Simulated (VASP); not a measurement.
# InAs (F-43m) in VASP: further runs

Aim: see how the results for InAs move with the level of theory and the settings. Levels: PBE, PBE+D3(BJ). Tasks: single point.

Program: VASP 6.6.1. These are calculated values, not measurements. Logs are shortened: lines on timing, memory, paths and dates and some standing lists are left out, and cuts for length are marked.

**Experimental background.**

From a printed reference work, data compilation, for a bulk crystal of InAs at 4.2 K: band gap 0.418 eV (direct).

The results are compared with them further down.

## Step 1: The cell of the first run

The structure is cubic, space group F-43m (No. 216). Conventional cell: a = 5.926 Å, b = 5.926 Å, c = 5.926 Å, α = 90.00°, β = 90.00°, γ = 90.00°. Within 3.4 Å of In (site symmetry -43m) lie 4 As at 2.57 Å. As (site symmetry -43m) has 4 In at 2.57 Å within 3.4 Å.

## Step 2: Single point, PBE (26.01 Å³/atom)

INCAR reads:

```
ALGO = Normal
EDIFF = 1E-7
ENCUT = 520
GGA = PE
ISIF = 2
ISMEAR = -1
LASPH = T
LCHARG = T
LELF = T
LREAL = F
LVHAR = T
LWAVE = F
NBANDS = 16
NELM = 80
PREC = Accurate
SIGMA = 0.08
```

KPOINTS reads:

```
k-points
0
Gamma
  10 10 10
```

POSCAR reads:

```
InAs
1.0
    0.0000000000      2.9627935246      2.9627935246
    2.9627935246      0.0000000000      2.9627935246
    2.9627935246      2.9627935246      0.0000000000
In As
1 1
Direct
    0.0000000000      0.0000000000      0.0000000000
    0.7500000000      0.7500000000      0.7500000000
```

Potentials or basis: VASP PAW PBE potentials, release 64 (In_d, As).

Run with:

```
> cat potpaw_PBE.64/In_d/POTCAR potpaw_PBE.64/As/POTCAR > POTCAR
> mpirun -np 1 vasp_std > vasp.out
```

OUTCAR:

```text
EDIFF = 1E-7
   ENCUT = 520
   GGA = PE
   ISIF = 2
   ISMEAR = -1
   LASPH = T
   LREAL = F
   NELM = 80
   PREC = Accurate

 ion  position               nearest neighbor table
   1  0.000  0.000  0.000-   2 2.57   2 2.57   2 2.57   2 2.57
   2  0.750  0.750  0.750-   1 2.57   1 2.57   1 2.57   1 2.57

  LATTYP: Found a face centered cubic cell.
 ALAT       =     5.9255870492

  Lattice vectors:

 A1 = (   0.0000000000,   2.9627935246,   2.9627935246)
 A2 = (   2.9627935246,   0.0000000000,   2.9627935246)
 A3 = (   2.9627935246,   2.9627935246,   0.0000000000)

Analysis of symmetry for initial positions (statically):
=====================================================================
 Subroutine PRICEL returns:
 Original cell was already a primitive cell.

 Routine SETGRP: Setting up the symmetry group for a
 face centered cubic supercell.

 Subroutine GETGRP returns: Found 24 space group operations
 (whereof 24 operations were pure point group operations)
 out of a pool of 48 trial point group operations.

The static configuration has the point symmetry T_d .

Analysis of symmetry for dynamics (positions and initial velocities):
=====================================================================
 Subroutine PRICEL returns:
 Original cell was already a primitive cell.

 Routine SETGRP: Setting up the symmetry group for a
 face centered cubic supercell.

 Subroutine GETGRP returns: Found 24 space group operations
 (whereof 24 operations were pure point group operations)
 out of a pool of 48 trial point group operations.

The dynamic configuration has the point symmetry T_d .

 Subroutine INISYM returns: Found 24 space group operations
 (whereof 24 operations are pure point group operations),
 and found     1 'primitive' translations

----------------------------------------------------------------------------------------

                                     Primitive cell

  volume of cell :      52.0157

  direct lattice vectors                    reciprocal lattice vectors
     0.000000000  2.962793525  2.962793525    -0.168759651  0.168759651  0.168759651
     2.962793525  0.000000000  2.962793525     0.168759651 -0.168759651  0.168759651
     2.962793525  2.962793525  0.000000000     0.168759651  0.168759651 -0.168759651

  length of vectors
     4.190022785  4.190022785  4.190022785     0.292300289  0.292300289  0.292300289

  position of ions in fractional coordinates (direct lattice)
     0.000000000  0.000000000  0.000000000
     0.750000000  0.750000000  0.750000000

  ion indices of the primitive-cell ions
   primitive index   ion index
                 1           1
                 2           2

----------------------------------------------------------------------------------------

 KPOINTS: k-points

Automatic generation of k-mesh.
 Grid dimensions read from file:
 generate k-points for:   10   10   10

 Generating k-lattice:

  Cartesian coordinates                     Fractional coordinates (reciprocal lattice)
    -0.016875965  0.016875965  0.016875965     0.100000000  0.000000000  0.000000000
     0.016875965 -0.016875965  0.016875965     0.000000000  0.100000000  0.000000000
     0.016875965  0.016875965 -0.016875965     0.000000000  0.000000000  0.100000000

  Length of vectors
     0.029230029  0.029230029  0.029230029

  Shift w.r.t. Gamma in fractional coordinates (k-lattice)
     0.000000000  0.000000000  0.000000000

 Subroutine IBZKPT returns following result:
 ===========================================

 Found     47 irreducible k-points:

 Following reciprocal coordinates:
            Coordinates               Weight
  0.000000  0.000000  0.000000      1.000000
  0.100000  0.000000  0.000000      8.000000
  0.200000  0.000000  0.000000      8.000000
  0.300000  0.000000  0.000000      8.000000
  0.400000  0.000000  0.000000      8.000000
  0.500000  0.000000  0.000000      4.000000
[... 16 lines left out ...]
  0.300000  0.300000  0.000000      6.000000
  0.400000  0.300000  0.000000     24.000000
 [... further k-points ...]
   k-points           NKPTS =     47   k-points in BZ     NKDIM =     47   number of bands    NBANDS=     16
   number of dos      NEDOS =    301   number of ions     NIONS =      2
   total plane-waves  NPLWV =  32768
   dimension x,y,z NGX =    32 NGY =   32 NGZ =   32
   dimension x,y,z NGXF=    64 NGYF=   64 NGZF=   64
   ions per type =               1   1
   NGX,Y,Z   is equivalent  to a cutoff of  12.70, 12.70, 12.70 a.u.
   NGXF,Y,Z  is equivalent  to a cutoff of  25.39, 25.39, 25.39 a.u.
 SYSTEM =  unknown system
   PREC   = accura    normal or accurate (medium, high low for compatibility)
   ISTART =      0    job   : 0-new  1-cont  2-samecut
   ICHARG =      2    charge: 1-file 2-atom 10-const
   ISPIN  =      1    spin polarized calculation?
   LNONCOLLINEAR =      F non collinear calculations
   LSORBIT =      F    spin-orbit coupling
   LASPH  =      T    aspherical Exc in radial PAW
   ENCUT  =  520.0 eV  38.22 Ry    6.18 a.u.   7.79  7.79  7.79*2*pi/ulx,y,z
   NELM   =     80;   NELMIN=  2; NELMDL= -5     # of ELM steps
   EDIFF  = 0.1E-06   stopping-criterion for ELM
   LREAL  =      F    real-space projection
   EDIFFG = 0.1E-05   stopping-criterion for IOM
   NSW    =      0    number of steps for IOM
   IBRION =     -1    ionic relax: 0-MD 1-quasi-New 2-CG
   NFREE  =      0    steps in history (QN), initial steepest desc. (CG)
   ISIF   =      2    stress and relaxation
   ISYM   =      2    0-nonsym 1-usesym 2-fastsym
   POTIM  = 0.5000    time-step for ionic-motion
   TEBEG  =    0.0;   TEEND  =   0.0 temperature during run
   PSTRESS=    0.0 pullay stress
   NELECT =      18.0000    total number of electrons
   NUPDOWN=      -1.0000    fix difference up-down
   EMIN   =  10.00;   EMAX   =-10.00  energy-range for DOS
   EFERMI =   0.00;   METHOD = LEGACY
   ISMEAR =    -1;   SIGMA  =   0.08  broadening in eV -4-tet -1-fermi 0-gaus
   EFERMI_NEDOS =   21; number of points for ismear=-14 and -15
   IALGO  =     38    algorithm
   IMIX   =      4    mixing-type and parameters
     AMIX     =   0.40;   BMIX     =  1.00
     AMIX_MAG =   1.60;   BMIX_MAG =  1.00
  volume/ion in A,a.u.               =      26.01       175.51
  Fermi-wavevector in a.u.,A,eV,Ry     =   1.149355  2.171966 17.973534  1.321017
  Thomas-Fermi vector in A             =   2.286025
   LORBIT       =      0    0 simple, 1 ext, 2 COOP (PROOUT), +10 PAW based schemes
   GGA     = PE    functional components
   LHFCALC =     F    Hartree Fock is set to
   AEXX    =    0.0000 exact exchange contribution
   IVDW    =     0    specifies the selected vdW correction
   LEPSILON=     F    determine dielectric tensor
   LRPA    =     F    only Hartree local field effects (RPA)
 non-spin polarized calculation
  energy-cutoff  :      520.00
  volume of cell :       52.02
 maximum number of plane-waves:      1422
   NGX = 15   NGY = 15   NGZ = 15

 number of electron      18.0000008 magnetization

 Free energy of the ion-electron system (eV)
  ---------------------------------------------------
  ext. energy  EPLUGINS =         0.00000000
  ---------------------------------------------------
  free energy    TOTEN  =        -7.54617820 eV

  energy without entropy =       -7.54556283  energy(sigma->0) =       -7.54587051

 E-fermi :   5.3337     XC(G=0):  -9.3629

 val. band max:        5.2664169455   @ k =   0.0000   0.0000   0.0000
 cond. band min:       6.2390769395   @ k =   0.5000   0.0000   0.0000
 fundamental gap:      0.9726599941
 Fermi energy:         5.3336964890

 k-point     1 :       0.0000    0.0000    0.0000
  band No.  band energies     occupation
      1      -9.3844      2.00000
      2      -9.3844      2.00000
      3      -9.3844      2.00000
      4      -9.2308      2.00000
      5      -9.2308      2.00000
      6      -7.1271      2.00000
[... 8 lines left out ...]
     15      14.9864      0.00000
     16      14.9864      0.00000

 k-point     2 :       0.1000    0.0000    0.0000
  band No.  band energies     occupation
      1      -9.4019      2.00000
      2      -9.3796      2.00000
      3      -9.3796      2.00000
      4      -9.2310      2.00000
      5      -9.2310      2.00000
      6      -7.0105      2.00000
[... 8 lines left out ...]
     15      14.2152      0.00000
     16      14.2152      0.00000

 k-point     3 :       0.2000    0.0000    0.0000
  band No.  band energies     occupation
      1      -9.4447      2.00000
      2      -9.3680      2.00000
      3      -9.3680      2.00000
      4      -9.2305      2.00000
      5      -9.2305      2.00000
      6      -6.6798      2.00000
[... 8 lines left out ...]
     15      13.7385      0.00000
     16      13.8222      0.00000

 k-point     4 :       0.3000    0.0000    0.0000
  band No.  band energies     occupation
      1      -9.4927      2.00000
      2      -9.3558      2.00000
      3      -9.3558      2.00000
      4      -9.2277      2.00000
      5      -9.2277      2.00000
      6      -6.1956      2.00000
[... 8 lines left out ...]
     15      14.0641      0.00000
     16      14.0641      0.00000
[... 324 lines left out ...]
 k-point    22 :      -0.2000    0.2000    0.0000
  band No.  band energies     occupation
      1      -9.5068      2.00000
      2      -9.3484      2.00000
      3      -9.3452      2.00000
      4      -9.2363      2.00000
      5      -9.2253      2.00000
      6      -6.0327      2.00000
[... 8 lines left out ...]
     15      15.2485      0.00000
     16      16.0608      0.00000

 k-point    23 :       0.3000    0.3000    0.0000
  band No.  band energies     occupation
      1      -9.5444      2.00000
      2      -9.3192      2.00000
      3      -9.3192      2.00000
      4      -9.2618      2.00000
      5      -9.2125      2.00000
      6      -5.8905      2.00000
[... 8 lines left out ...]
     15      15.8958      0.00000
     16      17.4817      0.00000

 k-point    24 :       0.4000    0.3000    0.0000
  band No.  band energies     occupation
      1      -9.5690      2.00000
      2      -9.3102      2.00000
      3      -9.3070      2.00000
      4      -9.2653      2.00000
      5      -9.2098      2.00000
      6      -5.4926      2.00000
[... 8 lines left out ...]
     15      16.3999      0.00000
     16      17.6203      0.00000

 [... further k-points ...]

------------------------ aborting loop because EDIFF is reached ----------------------------------------

  FORCE on cell =-STRESS in cart. coord.  units (eV):
  Direction    XX          YY          ZZ          XY          YZ          ZX
  --------------------------------------------------------------------------------------
  -------------------------------------------------------------------------------------
  Total        2.7992924      2.7992924      2.7992924      0.0000000      0.0000000     -0.0000000
  in kB       86.2233113     86.2233113     86.2233113      0.0000000      0.0000000     -0.0000000
  external PRESSURE =      86.2233113 kB  Pullay stress =       0.0000000 kB

 VOLUME and BASIS-vectors are now :
 -----------------------------------------------------------------------------
  energy-cutoff  :      520.00
  volume of cell :       52.02
      direct lattice vectors                 reciprocal lattice vectors
     0.000000000  2.962793525  2.962793525    -0.168759651  0.168759651  0.168759651
     2.962793525  0.000000000  2.962793525     0.168759651 -0.168759651  0.168759651
     2.962793525  2.962793525  0.000000000     0.168759651  0.168759651 -0.168759651

 POSITION                                       TOTAL-FORCE (eV/Angst)
 -----------------------------------------------------------------------------------
      0.00000      0.00000      0.00000        -0.000000     -0.000000     -0.000000
      4.44419      4.44419      4.44419         0.000000      0.000000      0.000000
 -----------------------------------------------------------------------------------
    total drift:                                0.000000      0.000000      0.000000

  FREE ENERGIE OF THE ION-ELECTRON SYSTEM (eV)
  ---------------------------------------------------
  free  energy   TOTEN  =        -7.5461782005 eV

  energy  without entropy=       -7.5455628264  energy(sigma->0) =       -7.54587051
```

Run time: 22 s. Hardware: 1 thread of AMD EPYC 9R45 (Zen 5), shared host; peak memory 0.16 GiB.

Results:

* Free energy: -7.5462 eV
* Pressure: 8.6 GPa

Caveat: the cell stands under pressure; spin-orbit coupling is left out, which moves the levels of the heavy elements.

[end of part 1 of 2]
